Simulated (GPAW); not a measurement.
Write an ASE script for GPAW 26.7.0 that does the following.

```
Task                      : band structure
Functional                : PBE
Potentials or basis       : GPAW PAW data sets (gpaw-data 1.2.1)
Cutoff                    : 600 eV
Basis                     : pw
k mesh                    : 9 × 9 × 9
Occupations               : fermi-dirac, width 0.05 eV
Spin                      : spin-orbit coupling, no magnetisation
Maxiter                   : 150
Band path                 : GXWKGLUWLK,UX
Band points               : 80
spin axis theta (degrees) : 0
spin axis phi (degrees)   : 0
Soc after scf             : second variation
```

The structure of Pd lies in Pd.xyz:

```xyz
1
Lattice="0.0000000000 1.9465000000 1.9465000000 1.9465000000 0.0000000000 1.9465000000 1.9465000000 1.9465000000 0.0000000000" Properties=species:S:1:pos:R:3 pbc="T T T"
Pd     0.0000000000      0.0000000000      0.0000000000
```

One way to write it, as run:

run.py

```python
import numpy as np
from ase.dft.bandgap import bandgap
from ase.io import read, write
from ase.units import GPa
from gpaw import GPAW, PW
from gpaw.spinorbit import soc_eigenstates

atoms = read('Pd.xyz')

calc = GPAW(mode=PW(600),
            xc='PBE',
            kpts={'size': (9, 9, 9), 'gamma': True},
            occupations={'name': 'fermi-dirac', 'width': 0.05},
            nbands=17,
            convergence={'density': 1e-05, 'energy': 1e-05},
            maxiter=150,
            txt='gpaw.txt')
atoms.calc = calc
energy = atoms.get_potential_energy()
forces = atoms.get_forces()
stress = atoms.get_stress()
calc.write('gs.gpw')
write('result.traj', atoms)
print(f'Energy: {energy:.6f} eV')
print('Forces (eV/A):')
print(forces.round(4))
print('Stress (GPa):', (stress / GPa).round(3))
print('Fermi level:', round(calc.get_fermi_level(), 4), 'eV')
print(f'Gap: {bandgap(calc)[0]:.4f} eV, direct: {bandgap(calc, direct=True)[0]:.4f} eV')

path = atoms.cell.bandpath('GXWKGLUWLK,UX', npoints=80, eps=1e-4)
bs_calc = calc.fixed_density(kpts=path, symmetry='off', nbands=25,
                             convergence={'bands': 'CBM+6.0', 'eigenstates': 1e-6}, txt='bands.txt')
bs = bs_calc.band_structure()
bs.write('bs.json')
print(f'Gap on the path: {bandgap(bs_calc)[0]:.4f} eV')

soc = soc_eigenstates(bs_calc, theta=0, phi=0)
np.savetxt('soc_bands.dat', soc.eigenvalues(), fmt='%.4f')
mesh = soc_eigenstates('gs.gpw', theta=0, phi=0)
np.savetxt('soc_mesh.dat', mesh.eigenvalues(), fmt='%.4f')
print('Fermi level with spin-orbit coupling:', round(mesh.fermi_level, 4), 'eV')
```

Potentials or basis: GPAW PAW data sets (gpaw-data 1.2.1), pw.

Launch:

```console
$ OMP_NUM_THREADS=1 python run.py
```

It gave:

```
Pressure                : 6.7 GPa
Band gap along the path : none (metal or under the smearing width)
```

Caveat: spin-orbit coupling was added after a scalar SCF, so levels and gaps hold it while energy, forces, pressure and moments don't; this program's spin-orbit splittings come out too wide for heavy elements.

Wall time 15 s on 1 thread of Arm Neoverse V1 (shared host), peak memory 0.2 GiB.
